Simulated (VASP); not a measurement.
# Se (P3_121) in VASP: further runs

Aim: see how the results for Se move with the level of theory and the settings. Levels: HSE06, PBE. Tasks: single point.

All numbers are computed with VASP 6.6.1; they aren't measurements. Logs are shortened: lines on timing, memory, paths and dates and some standing lists are left out, and cuts for length are marked.

## Step 1: Starting point

The structure is trigonal, space group P3_121 (No. 152). Conventional cell: a = 4.366 Å, b = 4.366 Å, c = 4.954 Å, α = 90.00°, β = 90.00°, γ = 120.00°. Se (site symmetry 2) is surrounded by 2 Se at 2.37 Å.

## Step 2: Single point, HSE06

File POSCAR:

```
Se
1.0
    4.3662000000      0.0000000000      0.0000000000
   -2.1831000000      3.7812401180      0.0000000000
    0.0000000000      0.0000000000      4.9536000000
Se
3
Direct
    0.7746000000      0.7746000000      0.0000000000
    0.0000000000      0.2254000000      0.6666666667
    0.2254000000      0.0000000000      0.3333333333
```

File INCAR.step1:

```
SYSTEM = Se
PREC = Accurate
ENCUT = 400
EDIFF = 1E-5
ISMEAR = 0
SIGMA = 0.01
LREAL = .FALSE.
LASPH = .TRUE.
NELM = 100
ALGO = Normal
ISIF = 2
LWAVE = .TRUE.
LCHARG = .FALSE.
NBANDS = 17
NKRED = 1
GGA = PE
```

File INCAR.step2:

```
SYSTEM = Se
PREC = Accurate
ENCUT = 400
EDIFF = 1E-6
ISMEAR = 0
SIGMA = 0.01
LREAL = .FALSE.
LASPH = .TRUE.
NELM = 100
ALGO = Normal
ISIF = 2
LWAVE = .FALSE.
LCHARG = .FALSE.
GGA = PE
LHFCALC = .TRUE.
HFSCREEN = 0.2
PRECFOCK = Medium
NBANDS = 17
NKRED = 1
ISTART = 1
```

File KPOINTS:

```
regular mesh
0
G
  4 4 3
  0 0 0
```

Potentials or basis: VASP PAW PBE potentials, release 64 (Se).

Command:

```bash
> cat potpaw_PBE.64/Se/POTCAR > POTCAR
> cp INCAR.step1 INCAR
> mpirun -np 1 vasp_std > vasp.out
> cp INCAR.step2 INCAR
> mpirun -np 1 vasp_std > vasp.out
```

OUTCAR:

```text
SYSTEM = Se
   PREC = Accurate
   ENCUT = 400
   EDIFF = 1E-6
   ISMEAR = 0
   LREAL = .FALSE.
   LASPH = .TRUE.
   NELM = 100
   ISIF = 2
   GGA = PE
   LHFCALC = .TRUE.
   HFSCREEN = 0.2
   PRECFOCK = Medium
   NKRED = 1
   ISTART = 1

 Found      9 irreducible k-points:

 Following reciprocal coordinates:
            Coordinates               Weight
  0.000000  0.000000  0.000000      1.000000
  0.250000  0.000000  0.000000      6.000000
  0.500000  0.000000  0.000000      3.000000
  0.250000  0.250000  0.000000      6.000000
  0.000000  0.000000  0.333333      2.000000
  0.250000  0.000000  0.333333      6.000000
   k-points           NKPTS =      9   k-points in BZ     NKDIM =     48   number of bands    NBANDS=     17
   number of dos      NEDOS =    301   number of ions     NIONS =      3
   total plane-waves  NPLWV =  25088
   dimension x,y,z NGX =    28 NGY =   28 NGZ =   32
   dimension x,y,z NGXF=    56 NGYF=   56 NGZF=   64
   ions per type =               3
   NGX,Y,Z   is equivalent  to a cutoff of  10.66, 10.66, 10.74 a.u.
   NGXF,Y,Z  is equivalent  to a cutoff of  21.32, 21.32, 21.48 a.u.
 SYSTEM =  Se
   PREC   = accura    normal or accurate (medium, high low for compatibility)
   ISTART =      1    job   : 0-new  1-cont  2-samecut
   ICHARG =      0    charge: 1-file 2-atom 10-const
   ISPIN  =      1    spin polarized calculation?
   LNONCOLLINEAR =      F non collinear calculations
   LSORBIT =      F    spin-orbit coupling
   LASPH  =      T    aspherical Exc in radial PAW
   ENCUT  =  400.0 eV  29.40 Ry    5.42 a.u.   7.12  7.12  8.08*2*pi/ulx,y,z
   NELM   =    100;   NELMIN=  2; NELMDL=  0     # of ELM steps
   EDIFF  = 0.1E-05   stopping-criterion for ELM
   LREAL  =      F    real-space projection
   EDIFFG = 0.1E-04   stopping-criterion for IOM
   NSW    =      0    number of steps for IOM
   IBRION =     -1    ionic relax: 0-MD 1-quasi-New 2-CG
   NFREE  =      0    steps in history (QN), initial steepest desc. (CG)
   ISIF   =      2    stress and relaxation
   ISYM   =      3    0-nonsym 1-usesym 2-fastsym
   POTIM  = 0.5000    time-step for ionic-motion
   TEBEG  =    0.0;   TEEND  =   0.0 temperature during run
   PSTRESS=    0.0 pullay stress
   NELECT =      18.0000    total number of electrons
   NUPDOWN=      -1.0000    fix difference up-down
   EMIN   =  10.00;   EMAX   =-10.00  energy-range for DOS
   EFERMI =   0.00;   METHOD = LEGACY
   ISMEAR =     0;   SIGMA  =   0.01  broadening in eV -4-tet -1-fermi 0-gaus
   EFERMI_NEDOS =   21; number of points for ismear=-14 and -15
   IALGO  =     38    algorithm
   IMIX   =      1    mixing-type and parameters
     AMIX     =   0.40;   BMIX     =  1.00
     AMIX_MAG =   1.60;   BMIX_MAG =  1.00
  volume/ion in A,a.u.               =      27.26       183.96
  Fermi-wavevector in a.u.,A,eV,Ry     =   0.988430  1.867862 13.292817  0.976995
  Thomas-Fermi vector in A             =   2.119956
   LORBIT       =      0    0 simple, 1 ext, 2 COOP (PROOUT), +10 PAW based schemes
   GGA     = PE    functional components
   LHFCALC =     T    Hartree Fock is set to
   PRECFOCK=medium    Normal, Fast or Accurate (Low or Medium for compatibility)
   ENCUT4O =  -1.0   cutoff for four orbital integrals eV
   NKREDX  =     1    reduce k-point grid by
   NKREDY  =     1    reduce k-point grid by
   NKREDZ  =     1    reduce k-point grid by
   AEXX    =    0.2500 exact exchange contribution
   HFSCREEN=    0.2000 screening length (either q_TF or 0.3 A-1)
   HFSCREENC=   0.2000 screening length for correlation (either q_TF or 0.3 A-1)
   ENCUTFOCK=  -1.0 apply spherical cutoff to Coloumb kernel
   IVDW    =     0    specifies the selected vdW correction
   LEPSILON=     F    determine dielectric tensor
   LRPA    =     F    only Hartree local field effects (RPA)
 non-spin polarized calculation
 Gauss-broadening in eV      SIGMA  =   0.01
  energy-cutoff  :      400.00
  volume of cell :       81.78
 maximum number of plane-waves:      1493

 number of electron      18.0000000 magnetization

 Free energy of the ion-electron system (eV)
  ---------------------------------------------------
  ext. energy  EPLUGINS =         0.00000000
  ---------------------------------------------------
  free energy    TOTEN  =       -13.29077250 eV

  energy without entropy =      -13.29077250  energy(sigma->0) =      -13.29077250

 E-fermi :   1.8400     XC(G=0):  -7.3658

 val. band max:        1.7951386931   @ k =   0.2500   0.2500   0.3333
 cond. band min:       4.2336374947   @ k =   0.0000   0.0000   0.3333
 fundamental gap:      2.4384988017
 Fermi energy:         1.8400066671

 k-point     1 :       0.0000    0.0000    0.0000
  band No.  band energies     occupation
      1     -15.1864      2.00000
      2     -10.6058      2.00000
      3     -10.6058      2.00000
      4      -1.9097      2.00000
      5      -1.9097      2.00000
      6      -1.8828      2.00000
[... 9 lines left out ...]
     16      11.5412      0.00000
     17      11.8805      0.00000

 k-point     2 :       0.2500    0.0000    0.0000
  band No.  band energies     occupation
      1     -14.9415      2.00000
      2     -10.8434      2.00000
      3     -10.5799      2.00000
      4      -3.0992      2.00000
      5      -2.5104      2.00000
      6      -1.7458      2.00000
[... 9 lines left out ...]
     16      12.0038      0.00000
     17      12.2646      0.00000

 k-point     3 :       0.5000    0.0000    0.0000
  band No.  band energies     occupation
      1     -14.6467      2.00000
      2     -11.1685      2.00000
      3     -10.5524      2.00000
      4      -3.4393      2.00000
      5      -2.8944      2.00000
      6      -1.6315      2.00000
[... 9 lines left out ...]
     16      12.9564      0.00000
     17      13.6801      0.00000

 k-point     4 :       0.2500    0.2500    0.0000
  band No.  band energies     occupation
      1     -14.6515      2.00000
      2     -11.0080      2.00000
      3     -10.7236      2.00000
      4      -3.2792      2.00000
      5      -3.1214      2.00000
      6      -1.3413      2.00000
[... 9 lines left out ...]
     16      12.5483      0.00000
     17      13.6343      0.00000

 k-point     5 :       0.0000    0.0000    0.3333
  band No.  band energies     occupation
      1     -14.6086      2.00000
      2     -12.9642      2.00000
      3      -8.4610      2.00000
      4      -2.8266      2.00000
      5      -1.6208      2.00000
      6      -1.5090      2.00000
[... 9 lines left out ...]
     16      11.2927      0.00000
     17      11.3906      0.00000

 k-point     6 :       0.2500    0.0000    0.3333
  band No.  band energies     occupation
      1     -14.3873      2.00000
      2     -12.8207      2.00000
      3      -9.0017      2.00000
      4      -3.2827      2.00000
      5      -2.5184      2.00000
      6      -1.6424      2.00000
[... 9 lines left out ...]
     16      11.3005      0.00000
     17      12.1777      0.00000

 [... further k-points ...]

------------------------ aborting loop because EDIFF is reached ----------------------------------------

  FORCE on cell =-STRESS in cart. coord.  units (eV):
  Direction    XX          YY          ZZ          XY          YZ          ZX
  --------------------------------------------------------------------------------------
  -------------------------------------------------------------------------------------
  Total        0.3779569      0.3779569      0.0196866      0.0000000      0.0000000      0.0000000
  in kB        7.4044711      7.4044711      0.3856763      0.0000000      0.0000000      0.0000000
  external PRESSURE =       5.0648728 kB  Pullay stress =       0.0000000 kB

 VOLUME and BASIS-vectors are now :
 -----------------------------------------------------------------------------
  energy-cutoff  :      400.00
  volume of cell :       81.78
      direct lattice vectors                 reciprocal lattice vectors
     4.366200000  0.000000000  0.000000000     0.229032110  0.132231751  0.000000000
    -2.183100000  3.781240118  0.000000000     0.000000000  0.264463501  0.000000000
     0.000000000  0.000000000  4.953600000     0.000000000  0.000000000  0.201873385

 POSITION                                       TOTAL-FORCE (eV/Angst)
 -----------------------------------------------------------------------------------
      1.69103      2.92895      0.00000         0.105854      0.183344      0.000000
     -0.49207      0.85229      3.30240         0.105854     -0.183344     -0.000000
      0.98414      0.00000      1.65120        -0.211707      0.000000     -0.000000
 -----------------------------------------------------------------------------------
    total drift:                                0.000001      0.000002     -0.000000

  FREE ENERGIE OF THE ION-ELECTRON SYSTEM (eV)
  ---------------------------------------------------
  free  energy   TOTEN  =       -13.2907725025 eV

  energy  without entropy=      -13.2907725025  energy(sigma->0) =      -13.29077250
```

OUTCAR.step1:

```text
SYSTEM = Se
   PREC = Accurate
   ENCUT = 400
   EDIFF = 1E-5
   ISMEAR = 0
   LREAL = .FALSE.
   LASPH = .TRUE.
   NELM = 100
[... 231 lines left out ...]
      1.69103      2.92895      0.00000        -0.206533     -0.357726      0.000000
     -0.49207      0.85229      3.30240        -0.206533      0.357726      0.000000
      0.98414      0.00000      1.65120         0.413066      0.000000     -0.000000
 -----------------------------------------------------------------------------------
    total drift:                               -0.000000     -0.000001      0.000000

  FREE ENERGIE OF THE ION-ELECTRON SYSTEM (eV)
  ---------------------------------------------------
  free  energy   TOTEN  =       -10.4705347631 eV

  energy  without entropy=      -10.4705347631  energy(sigma->0) =      -10.47053476
```

OSZICAR.step1:

```text
N       E                     dE             d eps       ncg     rms          rms(c)
DAV:   1     0.694199810502E+02    0.69420E+02   -0.60031E+03   306   0.705E+02
DAV:   2    -0.649433330924E+01   -0.75914E+02   -0.72971E+02   407   0.138E+02
DAV:   3    -0.105241506306E+02   -0.40298E+01   -0.40145E+01   360   0.356E+01
DAV:   4    -0.105490827283E+02   -0.24932E-01   -0.24927E-01   417   0.336E+00
DAV:   5    -0.105492491662E+02   -0.16644E-03   -0.16643E-03   361   0.263E-01    0.704E+00
DAV:   6    -0.104910233746E+02    0.58226E-01   -0.32814E-02   410   0.110E+00    0.435E+00
DAV:   7    -0.104709994868E+02    0.20024E-01   -0.69590E-02   336   0.155E+00    0.199E-01
DAV:   8    -0.104703802763E+02    0.61921E-03   -0.81110E-03   338   0.529E-01    0.100E-01
DAV:   9    -0.104704851144E+02   -0.10484E-03   -0.27289E-04   427   0.999E-02    0.344E-02
DAV:  10    -0.104705316901E+02   -0.46576E-04   -0.48950E-05   351   0.445E-02    0.641E-03
DAV:  11    -0.104705347631E+02   -0.30730E-05   -0.64624E-06   297   0.153E-02
   1 F= -.10470535E+02 E0= -.10470535E+02  d E =-.449594E-41
```

Wall time 7.8 min (1 thread of Intel Xeon Platinum 8488C (Sapphire Rapids), shared host); peak memory 0.26 GiB.

The run converged, but some of its settings lie outside the range that counts as converged, so its numbers aren't taken as properties of the crystal.

Results:

```yaml
Free_energy: -13.2908 eV
Pressure: 0.5 GPa
Largest_force: 0.212 eV/Å
Band_gap_on_the_k_mesh: 2.44 eV, indirect (least direct gap 2.82 eV)
```

Caveat: the k mesh is coarse (spacing up to 0.42 Å⁻¹), so the values aren't converged, least of all with exact exchange; the PAW data sets were made with another functional, which shifts forces and pressure a little; an odd mesh through Γ misses points on the zone boundary, where band edges often lie.

## Step 3: Single point, HSE06

POSCAR is that of step 2.

INCAR.step1 is that of step 2.

Edit INCAR.step2 of step 2 so:

```diff
@@ -16,3 +16,3 @@
 HFSCREEN = 0.2
-PRECFOCK = Medium
+PRECFOCK = Fast
 NBANDS = 17
```

File KPOINTS:

```
regular mesh
0
G
  4 4 4
  0 0 0
```

Potentials or basis: VASP PAW PBE potentials, release 64 (Se).

Command:

```bash
> cat potpaw_PBE.64/Se/POTCAR > POTCAR
> cp INCAR.step1 INCAR
> mpirun -np 1 vasp_std > vasp.out
> cp INCAR.step2 INCAR
> mpirun -np 1 vasp_std > vasp.out
```

Wall time 3.3 min (1 thread of Intel Xeon Platinum 8488C (Sapphire Rapids), shared host); peak memory 0.26 GiB.

The run converged, but some of its settings lie outside the range that counts as converged, so its numbers aren't taken as properties of the crystal.

What came out:

| Property | Result |
| --- | --- |
| Free energy | -13.2885 eV |
| Pressure | 0.5 GPa |
| Largest force | 0.188 eV/Å |
| Band gap on the k mesh | 1.96 eV, indirect (least direct gap 2.41 eV) |

Caveat: the PAW data sets were made with another functional, which shifts forces and pressure a little.

(Continued in part 2 of 2.)
